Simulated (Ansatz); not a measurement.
Energy landscape near a Mg structure

These are results of Ansatz, DFT PBEsol, scalar-relativistic, plane waves, PAW, not measurements.

Plane waves to 420 eV, a k mesh through Γ of 14×14×12 on the computed 1-atom cell and Gaussian smearing (0.10 eV); no spin polarisation.

Reference cell:

```
Mg
1.0
     3.05030    0.00000    0.00000
    -1.52515    2.64164    0.00000
     0.00000    0.00000    3.04484
Mg
1
Direct
  0.00000 0.00000 0.00000
```

Each variant moves atoms of this cell by the vectors given, if any (Å), and then applies a symmetric strain (tensor components, Cartesian axes). The reference cell isn't relaxed at this level. Energies are per atom at zero smearing, counted from the lowest variant. Pressure is positive in compression.

1. strain (xx yy zz yz xz xy, %) -1.71 1.02 1.55 -1.12 0.00 0.00
2. strain (xx yy zz yz xz xy, %) 0.47 0.69 2.08 0.00 0.00 0.01
3. strain (xx yy zz yz xz xy, %) -0.68 -1.65 -4.17 -0.34 -0.59 0.84
4. strain (xx yy zz yz xz xy, %) -3.04 -4.15 -2.30 -0.10 -1.00 0.15
5. strain (xx yy zz yz xz xy, %) 0.43 3.15 6.29 0.29 -2.09 -0.93
6. strain (xx yy zz yz xz xy, %) 2.25 2.34 3.05 -0.09 0.01 -0.42
7. strain (xx yy zz yz xz xy, %) 2.93 3.75 3.30 1.00 0.23 0.70
8. strain (xx yy zz yz xz xy, %) 1.69 -0.62 0.96 1.57 -0.91 2.00
9. strain (xx yy zz yz xz xy, %) -0.75 -0.82 -0.71 -0.40 0.50 0.01
10. strain (xx yy zz yz xz xy, %) -0.64 3.10 1.63 -1.02 -1.56 -0.71
11. strain (xx yy zz yz xz xy, %) -3.66 -3.41 -3.71 -0.45 -1.00 0.48

**Question.** Order the variants by energy, lowest first.

**Answer.** 2 (0.0 meV/atom), 10 (0.9 meV/atom), 8 (1.6 meV/atom), 1 (2.0 meV/atom), 9 (3.5 meV/atom), 6 (5.8 meV/atom), 7 (12.3 meV/atom), 5 (14.1 meV/atom), 3 (16.9 meV/atom), 4 (34.9 meV/atom), 11 (39.7 meV/atom). Neighbours within 1 meV/atom are level.

**Question.** Order them by pressure, highest first.

**Answer.** 11 (4.82 GPa), 4 (4.41 GPa), 3 (2.71 GPa), 9 (1.37 GPa), 1 (0.54 GPa), 8 (0.10 GPa), 2 (-0.22 GPa), 10 (-0.50 GPa), 6 (-1.39 GPa), 5 (-1.55 GPa), 7 (-1.94 GPa).

This form isn't the element's structure at ambient conditions.